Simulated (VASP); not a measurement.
## A VASP 6.6.1 single-point calculation on Mg2Ge

INCAR

```
PREC = Accurate
EDIFF = 1E-7
NSW = 0
NBANDS = 16
LCHARG = .FALSE.
ALGO = Normal
ISIF = 2
IVDW = 20
ISMEAR = -1
NELM = 52
ENCUT = 520
SIGMA = 0.02
LWAVE = .FALSE.
LASPH = .TRUE.
GGA = PE
LREAL = Auto
IBRION = -1
```

KPOINTS

```
KPOINTS created by Atomic Simulation Environment
0
Gamma
8 8 8
0 0 0
```

POSCAR

```
Ge Mg
 1.0000000000000000
     0.0000000000000000    3.1512702252000002    3.1512702252000002
     3.1512702252000002    0.0000000000000000    3.1512702252000002
     3.1512702252000002    3.1512702252000002    0.0000000000000000
 Ge  Mg
   1   2
Cartesian
  0.0000000000000000  0.0000000000000000  0.0000000000000000
  1.5756351126000001  1.5756351126000001  1.5756351126000001
  4.7269053377999999  4.7269053377999999  4.7269053377999999
```

The recommended PBE PAW datasets give the neutral cell 18 valence electrons.

Command

```
mpirun -np 1 vasp_std
```

OSZICAR

```
N       E                     dE             d eps       ncg     rms          rms(c)
DAV:   1     0.890626277196E+02    0.89063E+02   -0.88272E+03   968   0.193E+03
DAV:   2     0.329952640862E+01   -0.85763E+02   -0.82215E+02   976   0.433E+02
DAV:   3    -0.847824650005E+01   -0.11778E+02   -0.11737E+02  1120   0.913E+01
DAV:   4    -0.879915334578E+01   -0.32091E+00   -0.32085E+00  1184   0.153E+01
DAV:   5    -0.880551892450E+01   -0.63656E-02   -0.63655E-02  1144   0.246E+00    0.332E+00
DAV:   6    -0.841056721430E+01    0.39495E+00   -0.43098E-01  1128   0.352E+00    0.175E+00
DAV:   7    -0.832695402043E+01    0.83613E-01   -0.24881E-01  1120   0.308E+00    0.539E-01
DAV:   8    -0.832796533359E+01   -0.10113E-02   -0.19288E-02  1224   0.198E+00    0.128E-01
DAV:   9    -0.832784014783E+01    0.12519E-03   -0.14445E-03  1168   0.629E-01    0.300E-02
DAV:  10    -0.832785692734E+01   -0.16780E-04   -0.86025E-05  1088   0.638E-02    0.108E-02
DAV:  11    -0.832786331541E+01   -0.63881E-05   -0.15722E-05  1032   0.355E-02    0.453E-03
DAV:  12    -0.832786344186E+01   -0.12645E-06   -0.19688E-06  1288   0.143E-02    0.102E-03
DAV:  13    -0.832786339350E+01    0.48356E-07   -0.16974E-07  1040   0.242E-03
   1 F= -.97044716E+01 E0= -.97044177E+01  d E =-.107756E-03
```

From OUTCAR

```
k-points           NKPTS =     29   k-points in BZ     NKDIM =     29   number of bands    NBANDS=     16

   NELECT =      18.0000    total number of electrons

   dimension x,y,z NGX =    36 NGY =   36 NGZ =   36
   dimension x,y,z NGXF=    72 NGYF=   72 NGZF=   72

  energy-cutoff  :      520.00
  volume of cell :       62.59
      direct lattice vectors                 reciprocal lattice vectors
     0.000000000  3.151270225  3.151270225    -0.158666177  0.158666177  0.158666177
     3.151270225  0.000000000  3.151270225     0.158666177 -0.158666177  0.158666177
     3.151270225  3.151270225  0.000000000     0.158666177  0.158666177 -0.158666177

 k-points in reciprocal lattice and weights: KPOINTS created by Atomic Simulation Env
   0.00000000  0.00000000  0.00000000       0.002
   0.12500000  0.00000000  0.00000000       0.016
   0.25000000  0.00000000  0.00000000       0.016
   0.37500000  0.00000000  0.00000000       0.016
   0.50000000  0.00000000  0.00000000       0.008
   0.12500000  0.12500000  0.00000000       0.012
   0.25000000  0.12500000  0.00000000       0.047
   0.37500000  0.12500000  0.00000000       0.047
   ...

 E-fermi :   3.8175

 k-point     1 :       0.0000    0.0000    0.0000
  band No.  band energies     occupation
      1     -19.9147      2.00000
      2     -19.9147      2.00000
      3     -19.9147      2.00000
      4     -19.8948      2.00000
      5     -19.8948      2.00000
      6      -6.1520      2.00000
      7       3.7622      1.88116
      8       3.7622      1.88113
      9       3.7622      1.88113
     10       5.0227      0.00000
     11       6.6668      0.00000
     12       6.6668      0.00000
     13       6.6668      0.00000
     14       9.9421      0.00000
     15       9.9421      0.00000
     16      10.2727      0.00000

 k-point     2 :       0.1250    0.0000    0.0000
  band No.  band energies     occupation
      1     -19.9147      2.00000
      2     -19.9145      2.00000
      3     -19.9145      2.00000
      4     -19.8948      2.00000
      5     -19.8948      2.00000
      6      -6.0169      2.00000
      7       2.4205      2.00000
      8       3.6021      1.99996
      9       3.6021      1.99996
     10       5.5837      0.00000
     11       6.9503      0.00000
     12       6.9503      0.00000
     13       7.2012      0.00000
     14       9.1426      0.00000
     15       9.1426      0.00000
     16      10.4598      0.00000

 k-point     3 :       0.2500    0.0000    0.0000
  band No.  band energies     occupation
      1     -19.9146      2.00000
      2     -19.9141      2.00000
      3     -19.9141      2.00000
      4     -19.8947      2.00000
      5     -19.8947      2.00000
      6      -5.6378      2.00000
      7       0.7139      2.00000
      8       3.3093      2.00000
      9       3.3093      2.00000
     10       5.3283      0.00000
     11       7.0942      0.00000
     12       7.0942      0.00000
     13       8.7266      0.00000
     14       9.1273      0.00000
     15       9.1273      0.00000
     16       9.8685      0.00000

 ...

  Total      -0.59557    -0.59557    -0.59557    -0.00000     0.00000    -0.00000
  in kB     -15.24608   -15.24608   -15.24608    -0.00000     0.00000    -0.00000
  external pressure =      -15.25 kB  Pullay stress =        0.00 kB

 POSITION                                       TOTAL-FORCE (eV/Angst)
 -----------------------------------------------------------------------------------
      0.00000      0.00000      0.00000         0.000000     -0.000000     -0.000000
      1.57564      1.57564      1.57564        -0.000000     -0.000000     -0.000000
      4.72691      4.72691      4.72691        -0.000000      0.000000      0.000000
 -----------------------------------------------------------------------------------
    total drift:                               -0.000000      0.000000      0.000000

  FREE ENERGIE OF THE ION-ELECTRON SYSTEM (eV)
  ---------------------------------------------------
  free  energy   TOTEN  =        -9.7044715880 eV

  energy  without entropy=       -9.7043638319  energy(sigma->0) =       -9.70441771
```

It converged. Results: gap between bands v and c on the k mesh 0.11 eV; least direct gap on the k mesh 1.26 eV; pressure -1.5 GPa. Band v is the last that the valence electrons fill when counted band by band, and c is the next.

For comparison, a separate PBE run of the intended cell, on usual settings and not on those above, gives a gap of 0.11 eV on its mesh and a pressure of 3.0 GPa.

The run above took about 54 s on one core of a shared host (Intel Xeon Platinum 8488C) and held 0.21 GiB at most.
